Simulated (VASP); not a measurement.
# AlN in VASP: notebook, part 2 of 2

VASP 6.6.1. Earlier steps stand in the parts before.

## Step 4: Relaxation of cell and atoms, PBEsol, target pressure 20 GPa, at which the enthalpy is minimised

This run uses another cell than the first one, of 8.97 Å³/atom, 0.983 times its volume.

INCAR

```
PREC = Accurate
ENCUT = 600
EDIFF = 1E-6
ISMEAR = 0
SIGMA = 0.01
LREAL = False
LASPH = True
NELM = 80
ALGO = Fast
ISIF = 8
LWAVE = False
LCHARG = False
GGA = PS
IBRION = 2
NSW = 70
EDIFFG = -0.01
PSTRESS = 200.0
```

KPOINTS

```
regular mesh
0
Gamma
  9 9 7
```

POSCAR

```
AlN
1.0
    1.7762844049     -2.8420550479      0.0000000000
    1.7762844049      2.8420550479      0.0000000000
    0.0000000000      0.0000000000      3.5525688099
Al N
2 2
Direct
    0.0000000000      0.0000000000      0.0000000000
    0.6378142077      0.3621857923      0.5000000000
    0.0000000000      0.0000000000      0.4920000000
    0.6378142077      0.3621857923      0.9920000000
```

Command:

```sh
$ cat potpaw_PBE.64/Al/POTCAR potpaw_PBE.64/N/POTCAR > POTCAR
$ mpirun -np 1 vasp_std > vasp.out
```

Wall time 3.5 min (1 thread of AMD EPYC 9R45 (Zen 5), shared host); peak memory 0.16 GiB.

It converged, with:

```yaml
Free_energy: -30.0432 eV
Relaxed_volume: 9.40 Å³/atom
Relaxed_cell: a = 3.404 Å, b = 3.404 Å, c = 3.608 Å, α = 90.00°, β = 90.00°, γ = 115.99°
Space_group_after_relaxing_to_0.05_Å: Cmcm (No. 63)
Energy_change_on_relaxing_the_enthalpy_is_what_falls: -96.9 meV/atom
Ionic_steps: 13
Pressure_after_relaxing: 20.1 GPa
Largest_force_after_relaxing: 0.007 eV/Å
Band_gap_on_the_k_mesh: 3.55 eV, indirect (least direct gap 4.04 eV)
```

Forces in eV/Å, atoms in the order of the input:
```
Al   0.000  0.004  0.005
Al   0.000 -0.004  0.005
N    0.000  0.005 -0.005
N    0.000 -0.005 -0.005
```

Stress tensor (GPa, compression positive):
```
-4.54  0.00  0.00
 0.00  0.81  0.00
 0.00  0.00 64.10
```

The path:
```csv
step,energy change (eV),largest force (eV/Å),pressure (GPa),volume (Å³)
1,0.0000,1.3078,34.96,35.87
2,-0.4095,2.0618,3.94,40.39
3,-0.3437,0.7036,20.23,37.56
4,-0.3378,0.6862,20.59,37.51
5,-0.4409,0.4374,16.06,38.14
6,-0.4263,0.3649,16.94,38.00
7,-0.3690,0.1564,21.23,37.45
8,-0.3864,0.1000,20.16,37.58
9,-0.3922,0.1090,19.82,37.63
10,-0.3902,0.0579,19.96,37.61
11,-0.3910,0.0272,19.91,37.61
12,-0.3915,0.0155,19.88,37.62
13,-0.3874,0.0068,20.12,37.58
```

Final structure:
```
CELL_PARAMETERS angstrom
1.80414 -2.88662 0.00000
1.80414 2.88662 0.00000
0.00000 0.00000 3.60827
ATOMIC_POSITIONS crystal
Al 0.98984 0.01016 0.99598
Al 0.64797 0.35203 0.49598
N 0.99385 0.00615 0.49602
N 0.64397 0.35603 0.99602
```

Levels at points of the mesh, in eV from the valence-band top:
```
           k point  band 5  band 6  band 7  band 8  band 9  band 10  band 11  band 12
(0.00, 0.00, 0.00)   -3.32   -0.93   -0.88   -0.49    3.55     5.15     7.50     9.25
```

Caveat: the cell is relaxed towards a set pressure, so the enthalpy falls and the energy may rise; the PAW data sets were made with another functional, which shifts forces and pressure a little; an odd mesh through Γ misses points on the zone boundary, where band edges often lie.

## Step 5: Relaxation of cell and atoms, PBEsol, target pressure 20 GPa, at which the enthalpy is minimised

This run uses another cell than the first one, of 8.61 Å³/atom, 0.943 times its volume.

INCAR

```
SYSTEM = AlN
PREC = Accurate ; ENCUT = 600
EDIFF = 1E-6 ; ISMEAR = 0
SIGMA = 0.01 ; LREAL = .False.
LASPH = .True. ; NELM = 100
ALGO = Fast ; ISIF = 8
LWAVE = .False. ; LCHARG = .False.
GGA = PS ; IBRION = 2
NSW = 70 ; EDIFFG = -0.01
PSTRESS = 200.0
```

KPOINTS

```
regular mesh
0
Gamma
  9 9 7
  0 0 0
```

POSCAR

```
AlN
1.0
    1.8778598178     -2.4412177632      0.0000000000
    1.8778598178      2.4412177632      0.0000000000
    0.0000000000      0.0000000000      3.7557196357
Al N
2 2
Direct
    0.0000000000      0.0000000000      0.0000000000
    0.5722404372      0.4277595628      0.5000000000
    0.0000000000      0.0000000000      0.4920000000
    0.5722404372      0.4277595628      0.9920000000
```

Command:

```sh
$ cat potpaw_PBE.64/Al/POTCAR potpaw_PBE.64/N/POTCAR > POTCAR
$ mpirun -np 1 vasp_std > vasp.out
```

Run time: 5.5 min. Hardware: 1 thread of Intel Xeon Platinum 8375C at 2.90GHz (Ice Lake), shared host; peak memory 0.18 GiB.

Results (log left out):

```
Free energy                                            : -30.2850 eV
Relaxed volume                                         : 8.62 Å³/atom
Relaxed cell                                           : a = 3.082 Å, b = 3.082 Å, c = 3.758 Å, α = 90.00°, β = 90.00°, γ = 104.86°
Space group after relaxing (to 0.05 Å)                 : Cmcm (No. 63)
Energy change on relaxing (the enthalpy is what falls) : -31.4 meV/atom
Ionic steps                                            : 10
Pressure after relaxing                                : 20.1 GPa
Largest force after relaxing                           : 0.007 eV/Å
Band gap on the k mesh                                 : 4.30 eV, indirect (least direct gap 4.78 eV)
```

Forces in eV/Å, atoms in the order of the input:
```
Al   0.000  0.007 -0.001
Al   0.000 -0.007 -0.001
N    0.000  0.000  0.001
N    0.000  0.000  0.001
```

Stress tensor (GPa, compression positive):
```
11.94  0.00  0.00
 0.00  8.02  0.00
 0.00  0.00 40.25
```

Step by step:
```
step  energy change (eV)  largest force (eV/Å)  pressure (GPa)  volume (Å³)
   1              0.0000                0.9869           18.40        34.43
   2             -0.0032                0.8253           22.96        34.01
   3             -0.0153                0.7190           21.95        34.08
   4             -0.1011                0.3363           20.68        34.36
   5             -0.1223                0.2123           20.35        34.49
   6             -0.1322                0.1932           19.38        34.56
   7             -0.1295                0.0421           19.81        34.53
   8             -0.1238                0.0272           20.20        34.48
   9             -0.1213                0.0223           20.38        34.46
  10             -0.1255                0.0067           20.07        34.49
```

Final structure:
```
Al N
1.0
     1.87890   -2.44258    0.00000
     1.87890    2.44258    0.00000
     0.00000    0.00000    3.75781
Al N
2 2
Direct
  0.97952 0.02048 0.99601
  0.59272 0.40728 0.49601
  0.99498 0.00502 0.49599
  0.57727 0.42274 0.99599
```

Levels at points of the mesh, in eV from the valence-band top:
```tsv
k point	band 4	band 5	band 6	band 7	band 8	band 9	band 10	band 11	band 12
(0.00, 0.00, 0.00)	-4.08	-2.13	-0.50	-0.15	-0.08	4.70	4.85	6.09	11.26
```

Caveat: the cell is relaxed towards a set pressure, so the enthalpy falls and the energy may rise; the PAW data sets were made with another functional, which shifts forces and pressure a little; an odd mesh through Γ misses points on the zone boundary, where band edges often lie.

## Step 6: Single point, PBEsol

This run uses another cell than the first one, of 9.66 Å³/atom, 1.059 times its volume.

INCAR

```
  PREC = Accurate
  ENCUT = 520
  EDIFF = 1E-6
  ISMEAR = 0
  SIGMA = 0.01
  LREAL = F
  LASPH = T
  NELM = 100
  ALGO = Normal
  ISIF = 2
  LWAVE = F
  LCHARG = F
  GGA = PS
  NBANDS = 16
```

KPOINTS

```
Automatic mesh
0
Gamma
  9 9 7
```

POSCAR

```
AlN
1.0
    1.7734931356     -3.0716901109      0.0000000000
    1.7734931356      3.0716901109      0.0000000000
    0.0000000000      0.0000000000      3.5469862712
Al N
2 2
Direct
    0.0000011468     -0.0000011468     -0.0039997635
    0.6666655199      0.3333344801      0.4960002365
    0.0000026358     -0.0000026358      0.4959997635
    0.6666640309      0.3333359691      0.9959997635
```

Potentials or basis: VASP PAW PBE potentials, release 64 (Al, N).

Command:

```sh
$ cat potpaw_PBE.64/Al/POTCAR potpaw_PBE.64/N/POTCAR > POTCAR
$ mpirun -np 1 vasp_std > vasp.out
```

Wall time 33 s (1 thread of AMD EPYC 9R45 (Zen 5), shared host); peak memory 0.15 GiB.

Results (log left out):

```
Free energy            : -29.7483 eV
Pressure               : 20.2 GPa
Band gap on the k mesh : 3.15 eV, indirect (least direct gap 3.96 eV)
```

Stress tensor (GPa, compression positive):
```
-6.09  0.00  0.00
 0.00 -6.09  0.00
 0.00  0.00 72.84
```

Levels at points of the mesh, in eV from the valence-band top:
```
           k point  band 4  band 5  band 6  band 7  band 8  band 9  band 10  band 11  band 12  band 13
(0.00, 0.00, 0.00)   -3.87   -3.87   -1.01   -1.01   -0.81    3.15     5.10     7.99     7.99    11.84
```

Caveat: so large a pressure means that the cell lies far from this level's equilibrium, or that cutoff or potentials fall short; the potentials were made for another functional, which shifts forces and pressure; an odd mesh through Γ misses points on the zone boundary, where band edges often lie.
